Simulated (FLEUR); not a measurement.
# HfN (Fm-3m) in FLEUR: further runs, part 2 of 2

FLEUR MaX-R8.1 (later development tree).

**3. Band structure, PBEsol, spin-orbit coupling, no magnetisation**

Changes to inp.xml since step 2:

```diff
@@ -6,3 +6,3 @@
    <calculationSetup>
-      <cutoffs Kmax="4.77" Gmax="14.8" GmaxXC="14.8" numbands="0"/>
+      <cutoffs Kmax="4.77" Gmax="14.8" GmaxXC="14.8" numbands="all"/>
       <scfLoop itmax="60" minDistance="0.00001" maxIterBroyd="15" imix="Anderson" alpha="0.05" precondParam="0.0" spinf="2.0" sdNocoIR="T"/>
@@ -11,3 +11,3 @@
       <magnetism jspins="1"/>
-      <soc l_soc="F" theta="0.0" phi="0.0" spav="F"/>
+      <soc l_soc="T" theta="0.0" phi="0.0" spav="F"/>
       <expertModes spex="0" secvar="F"/>
```

crystal.txt reads:

```
HfN
&input cartesian=F /
0.0000000000  2.2560000000  2.2560000000
2.2560000000  0.0000000000  2.2560000000
2.2560000000  2.2560000000  0.0000000000
1.8897261246
1.0 1.0 1.0

2
72 0.0000000000  0.0000000000  0.0000000000
7 0.5000000000  0.5000000000  0.5000000000

&soc 0.0 0.0 /
&kpt div1=8 div2=8 div3=8 gamma=T /
```

Changes to inp.xml (bands) since step 2:

```diff
@@ -6,3 +6,3 @@
    <calculationSetup>
-      <cutoffs Kmax="4.77" Gmax="14.8" GmaxXC="14.8" numbands="0"/>
+      <cutoffs Kmax="4.77" Gmax="14.8" GmaxXC="14.8" numbands="all"/>
       <scfLoop itmax="60" minDistance="0.00001" maxIterBroyd="15" imix="Anderson" alpha="0.05" precondParam="0.0" spinf="2.0" sdNocoIR="T"/>
@@ -11,3 +11,3 @@
       <magnetism jspins="1"/>
-      <soc l_soc="F" theta="0.0" phi="0.0" spav="F"/>
+      <soc l_soc="T" theta="0.0" phi="0.0" spav="F"/>
       <expertModes spex="0" secvar="F"/>
```

Potentials or basis: all-electron, FLAPW.

The run is started by

```bash
inpgen -f crystal.txt -profile fastHighL
# inp.xml edited to the form shown
fleur_MPI
fleur_MPI   # second run, on inp.xml (bands)
```

Run time: 18 min. Hardware: 1 thread of AMD EPYC 9R45 (Zen 5), shared host; peak memory 0.39 GiB.

Results (log left out):

```yaml
Free_energy: -412198.4441 eV
Band_gap_along_the_path: none (metal or under the smearing width)
Valence_electrons_inside_the_program's_atomic_spheres: Hf 23.74; N 3.67 (radii Hf 2.44, N 1.51 bohr)
```

Levels at the corners of the path, in eV from the Fermi level:
| point | band 27 | band 28 | band 29 | band 30 | band 31 | band 32 | band 33 | band 34 |
| --- | --- | --- | --- | --- | --- | --- | --- | --- |
| Γ | -2.80 | -2.80 | -2.80 | -2.80 | -0.49 | -0.49 | -0.49 | -0.49 |
| X | -3.86 | -3.86 | -3.64 | -3.64 | -3.38 | -3.38 | 4.07 | 4.07 |
| W | -5.70 | -5.70 | -5.15 | -5.15 | 1.10 | 1.10 | 1.22 | 1.22 |
| K | -5.47 | -5.47 | -4.84 | -4.84 | -0.83 | -0.83 | 3.87 | 3.87 |
| Γ | -2.80 | -2.80 | -2.80 | -2.80 | -0.49 | -0.49 | -0.49 | -0.49 |
| L | -6.22 | -6.22 | -6.16 | -6.16 | 3.24 | 3.24 | 3.63 | 3.63 |
| U | -5.47 | -5.47 | -4.84 | -4.84 | -0.83 | -0.83 | 3.87 | 3.87 |
| W | -5.70 | -5.70 | -5.15 | -5.15 | 1.10 | 1.10 | 1.22 | 1.22 |
| L | -6.22 | -6.22 | -6.16 | -6.16 | 3.24 | 3.24 | 3.63 | 3.63 |
| K | -5.47 | -5.47 | -4.84 | -4.84 | -0.83 | -0.83 | 3.87 | 3.87 |
| U | -5.47 | -5.47 | -4.84 | -4.84 | -0.83 | -0.83 | 3.87 | 3.87 |
| X | -3.86 | -3.86 | -3.64 | -3.64 | -3.38 | -3.38 | 4.07 | 4.07 |

Core levels (eV from the Fermi level):
```
atom                                                                                                                                                                                                          levels
1 Hf  1s1/2 -65172.8, 2s1/2 -11135.5, 2p1/2 -10635.2, 2p3/2 -9444.0, 3s1/2 -2533.7, 3p1/2 -2312.0, 3p3/2 -2056.7, 4s1/2 -506.7, 3d3/2 -1681.4, 3d5/2 -1625.8, 4p1/2 -415.9, 4p3/2 -357.4, 4d3/2 -208.3, 4d5/2 -197.5
 2 N                                                                                                                                                                                                    1s1/2 -376.1
```
